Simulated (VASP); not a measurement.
Set up this calculation in VASP 6.6.1, as the native input.

* Task: single point
* Functional: PBE
* Potentials or basis: VASP PAW PBE potentials, release 64 (Rh_pv)
* Cutoff: 520 eV
* k mesh: 11 × 11 × 1
* Occupations: fermi-dirac, width 0.05 eV
* Spin: no spin polarisation
* Dipole correction: yes
* Further INCAR settings: ALGO = Normal; EDIFF = 1e-07; NBANDS = 14

The structure of Rh lies in POSCAR:

```
Rh
1.0
    2.4265300000      0.1231000000      0.0000000000
   -0.2893500000      2.4123600000      0.0000000000
    0.0000000000      0.0000000000     23.8000000000
Rh
1
Direct
    0.5000000000      0.5000000000      0.2941200000
```

The cell was built by a generator and needn't be a form met in nature.

The input as run:

INCAR

```
ALGO     = Normal         # electronic algorithm
DIPOL    = 0.5 0.5 0.294
EDIFF    = 1E-7           # SCF threshold, eV
ENCUT    = 520            # plane-wave cutoff, eV
GGA      = PE             # functional
IDIPOL   = 3            
ISIF     = 2              # what is computed and relaxed
ISMEAR   = -1             # smearing method
LASPH    = True           # aspherical terms in the spheres
LCHARG   = False          # write CHGCAR
LDIPOL   = True         
LREAL    = False          # projectors in reciprocal space
LWAVE    = False          # write WAVECAR
NBANDS   = 14             # bands
NELM     = 100            # most SCF steps
PREC     = Accurate       # precision mode
SIGMA    = 0.05           # smearing width, eV
```

KPOINTS

```
k-points
0
Gamma
  11 11 1
```

Potentials or basis: VASP PAW PBE potentials, release 64 (Rh_pv).

Launch:

```console
$ cat potpaw_PBE.64/Rh_pv/POTCAR > POTCAR
$ mpirun -np 1 vasp_std > vasp.out
```

Results of the run:

```json
{
 "Band gap on the k mesh": "none (metal or under the smearing width)"
}
```

Run time: 68 s on 1 thread of AMD EPYC 7R13 Processor (Zen 3) (shared host), peak memory 0.22 GiB.
